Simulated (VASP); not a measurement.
Write the native input for VASP 6.6.1 that does the following.

- Task: single point
- Functional: PBE
- Potentials or basis: VASP PAW PBE potentials, release 64 (Sn_d, Se)
- Cutoff: 520 eV
- k mesh: 10 × 10 × 10
- Occupations: gaussian, width 0.02 eV
- Spin: no spin polarisation
- Dipole correction: no
- Further INCAR settings: ALGO = Normal; EDIFF = 1e-07; NBANDS = 17

The structure of SnSe lies in POSCAR:

```
SnSe
1.0
    0.0000000000     -3.0308108261     -3.0308108261
    3.0308108261      0.0000000000     -3.0308108261
    3.0308108261     -3.0308108261      0.0000000000
Sn Se
1 1
Direct
    0.0000000000      0.0000000000      0.0000000000
    0.5000000000      0.5000000000      0.5000000000
```

Measurements of this composition are mostly on another form, of space group No. 62.

These files were run (other wordings do the same):

INCAR

```
SYSTEM = SnSe
PREC     = Accurate       ! precision mode
ENCUT    = 520            ! plane-wave cutoff, eV
EDIFF    = 1E-7           ! SCF threshold, eV
ISMEAR   = 0              ! smearing method
SIGMA    = 0.02           ! smearing width, eV
LREAL    = .FALSE.        ! projectors in reciprocal space
LASPH    = .TRUE.         ! aspherical terms in the spheres
NELM     = 100            ! most SCF steps
ALGO     = Normal         ! electronic algorithm
ISIF     = 2              ! what is computed and relaxed
LWAVE    = .FALSE.        ! write WAVECAR
LCHARG   = .FALSE.        ! write CHGCAR
GGA      = PE             ! functional
NBANDS   = 17             ! bands
```

KPOINTS

```
Automatic mesh
0
G
  10 10 10
  0 0 0
```

Potentials or basis: VASP PAW PBE potentials, release 64 (Sn_d, Se).

The run is started by

```console
$ cat potpaw_PBE.64/Sn_d/POTCAR potpaw_PBE.64/Se/POTCAR > POTCAR
$ mpirun -np 1 vasp_std > vasp.out
```

Results of the run:

- Pressure: 0.0 GPa
- Band gap on the k mesh: 0.49 eV, indirect (least direct gap 0.49 eV)

Caveat: spin-orbit coupling is left out, which moves the levels of the heavy elements.

It took 44 s on 1 thread of Intel(R) Xeon(R) Platinum 8375C CPU @ 2.90GHz (Ice Lake), with other jobs on the host, peak memory 0.2 GiB.
